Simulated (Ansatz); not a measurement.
**Which way does CaO + MgS ⇌ CaS + MgO run?**

Plane-wave DFT in Ansatz with scalar-relativistic PAW potentials, cutoff 420 eV, Γ-centred meshes chosen by cell and gap, Gaussian smearing with energies taken to zero width. Every cell was relaxed (cell and atoms) in a run of its own, within the symmetry of its start. Functional: PBE.

Total energies hold large constants for each element; a whole number of eV per atom of each element is taken off below, which cancels in a balanced reaction.

| compound | lowest structure computed | structures tried | V (Å³/atom) | gap on mesh (eV) | E (eV per formula unit, common shift removed) |
| --- | --- | --- | --- | --- | --- |
| CaO | Fm-3m | 3 | 14.09 | 3.66 | -5.7228 |
| MgS | Fm-3m | 3 | 17.88 | 2.76 | -2.7488 |
| CaS | Fm-3m | 4 | 23.29 | 2.38 | -4.2621 |
| MgO | Fm-3m | 7 | 9.62 | 4.46 | -5.1390 |

**Question.** Work out the reaction energy at 0 K.

**Answer.** ΔE = E(CaS) + E(MgO) − E(CaO) − E(MgS) = -0.930 eV, or -90 kJ per mole of reaction (-232 meV/atom). The right side is lower: Ca takes S and Mg takes O. Pauling's electronegativities (Ca 1.0, Mg 1.31; O 3.44, S 2.58) would pair Ca with O, the most ionic bond; the result goes the other way, so matching of sizes, lattice energies or covalent bonding outweigh it. The smaller cation ends with the smaller anion, the pairing that gives the greater sum of ionic lattice energies, which go as 1/(r₊ + r₋). All four are computed as solids; where they are solids at ordinary conditions entropy changes little. A lower structure that wasn't tried would shift the value, and mixed crystals may lie lower than either side.